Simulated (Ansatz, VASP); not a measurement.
Two plane-wave programs on CdS (Greenockite)

The input INCAR:

```
PREC = Accurate
ENCUT = 500
EDIFF = 1E-7
ISMEAR = -1
SIGMA = 0.05
LREAL = False
LASPH = True
NELM = 60
ALGO = Fast
ISIF = 2
LWAVE = False
LCHARG = False
GGA = PE
NBANDS = 26
```

File KPOINTS:

```
Automatic mesh
0
Gamma
  7 7 4
```

File POSCAR:

```
CdS
1.0
    4.1500000000      0.0000000000      0.0000000000
   -2.0750000000      3.5940054257      0.0000000000
    0.0000000000      0.0000000000      6.7370000000
Cd S
2 2
Direct
    0.6666666667      0.3333333333      0.5000000000
    0.3333333333      0.6666666667      0.0000000000
    0.6666666667      0.3333333333      0.8750000000
    0.3333333333      0.6666666667      0.3750000000
```

Contents of KPOINTS_OPT:

```
path GMKGALHA,LM,KH
10
line-mode
reciprocal
 0.0000000000  0.0000000000  0.0000000000  G
 0.5000000000  0.0000000000  0.0000000000  M

 0.5000000000  0.0000000000  0.0000000000  M
 0.3333333333  0.3333333333  0.0000000000  K

 0.3333333333  0.3333333333  0.0000000000  K
 0.0000000000  0.0000000000  0.0000000000  G

 0.0000000000  0.0000000000  0.0000000000  G
 0.0000000000  0.0000000000  0.5000000000  A

 0.0000000000  0.0000000000  0.5000000000  A
 0.5000000000  0.0000000000  0.5000000000  L

 0.5000000000  0.0000000000  0.5000000000  L
 0.3333333333  0.3333333333  0.5000000000  H

 0.3333333333  0.3333333333  0.5000000000  H
 0.0000000000  0.0000000000  0.5000000000  A

 0.5000000000  0.0000000000  0.5000000000  L
 0.5000000000  0.0000000000  0.0000000000  M

 0.3333333333  0.3333333333  0.0000000000  K
 0.3333333333  0.3333333333  0.5000000000  H
```

Contents of input.yaml:

```yaml
crystal:
  lattice:
    - [4.15, 0.0, 0.0]
    - [-2.075, 3.5940054257, 0.0]
    - [0.0, 0.0, 6.737]
  atoms:
    - { symbol: Cd, position: [0.6666666667, 0.3333333333, 0.5] }
    - { symbol: Cd, position: [0.3333333333, 0.6666666667, 0.0] }
    - { symbol: S, position: [0.6666666667, 0.3333333333, 0.875] }
    - { symbol: S, position: [0.3333333333, 0.6666666667, 0.375] }
hamiltonian:
  xc: pbe
  pseudopotentials: { kind: paw }
kpoints:
  mp_grid: { grid: [7, 7, 4] }
  band_path:
    path:
      - [[0.0, 0.0, 0.0], [0.5, 0.0, 0.0], [0.3333333333, 0.3333333333, 0.0], [0.0, 0.0, 0.0], [0.0, 0.0, 0.5], [0.5, 0.0, 0.5], [0.3333333333, 0.3333333333, 0.5], [0.0, 0.0, 0.5]]
      - [[0.5, 0.0, 0.5], [0.5, 0.0, 0.0]]
      - [[0.3333333333, 0.3333333333, 0.0], [0.3333333333, 0.3333333333, 0.5]]
    npoints: 14
scf:
  occupations: { method: fermi_dirac, width: 0.05 }
  n_extra_bands: 10
output:
  forces: true
  stress: true
  eigenvalues: true
  fatbands: false
  write_density: true
  write_potential: true
  elf: true
  volumetric_format: npy
```

Alike in both runs: task band structure; functional PBE; k mesh 7 × 7 × 4; occupations fermi-dirac, width 0.05 eV; no spin polarisation.

```csv
,VASP,Ansatz
version,VASP 6.6.1,Ansatz 0.2.0
potentials or method,"VASP PAW PBE potentials, release 54 (Cd, S)",Ansatz PAW
plane-wave cutoff (eV),500,420
valence electrons in the cell,36,52
```

Ansatz gave:

* gap on the k mesh at the Fermi level (eV): 1.20
* least direct gap on the mesh (eV): 1.20
* gap along the band path (eV): 1.20
* pressure (GPa): 2.1
* largest component of the traceless stress (GPa): 0.42
* rms of the force components (eV/Å): 0.039

Problem. What did VASP give for the same quantities?

Solution. gap on the k mesh at the Fermi level (eV): 1.20; least direct gap on the mesh (eV): 1.20; gap along the band path (eV): 1.20; pressure (GPa): 2.4; largest component of the traceless stress (GPa): 0.44; rms of the force components (eV/Å): 0.040.

Atom by atom the forces differ by 0.001 eV/Å (rms over components). The two sets of potentials don't hold the same shells in valence.
